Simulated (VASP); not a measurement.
BaTiO3:

```
Ba Ti O
1.0
     4.00600    0.00000    0.00000
     0.00000    4.00600    0.00000
     0.00000    0.00000    4.00600
Ba Ti O
1 1 3
Cartesian
  2.0030 2.0030 2.0030
  0.0000 0.0000 0.0000
  2.0030 0.0000 0.0000
  0.0000 2.0030 0.0000
  0.0000 0.0000 2.0030
```

- Program: VASP 6.6.1
- Task: relaxation of cell and atoms
- Functional: PBEsol
- Potentials or basis: VASP PAW PBE potentials, release 64 (Ba_sv, Ti_sv, O)
- Cutoff: 600 eV
- k mesh: 8 × 8 × 8
- Occupations: gaussian, width 0.03 eV
- Spin: no spin polarisation

At the start: pressure -2.9 GPa; volume 12.86 Å³/atom.

Question: How do energy, volume and symmetry change on relaxing?

Answer: Over 3 steps the energy falls by 2.1 meV/atom and the volume is 12.64 Å³/atom (-1.7 %); space group Pm-3m (No. 221, to 0.05 Å).

The path:
| step | energy change (eV) | largest force (eV/Å) | pressure (GPa) | volume (Å³) |
| --- | --- | --- | --- | --- |
| 1 | 0.0000 | 0.0000 | -2.93 | 64.29 |
| 2 | 0.0001 | 0.0000 | 3.16 | 62.12 |
| 3 | -0.0103 | 0.0000 | 0.00 | 63.19 |

Final structure:
```
Ba Ti O
1.0
     3.98308    0.00000    0.00000
     0.00000    3.98308    0.00000
     0.00000    0.00000    3.98308
Ba Ti O
1 1 3
Direct
  0.50000 0.50000 0.50000
  0.00000 0.00000 0.00000
  0.50000 0.00000 0.00000
  0.00000 0.50000 0.00000
  0.00000 0.00000 0.50000
```

Caveat: the PAW data sets were made with another functional, which shifts forces and pressure a little.
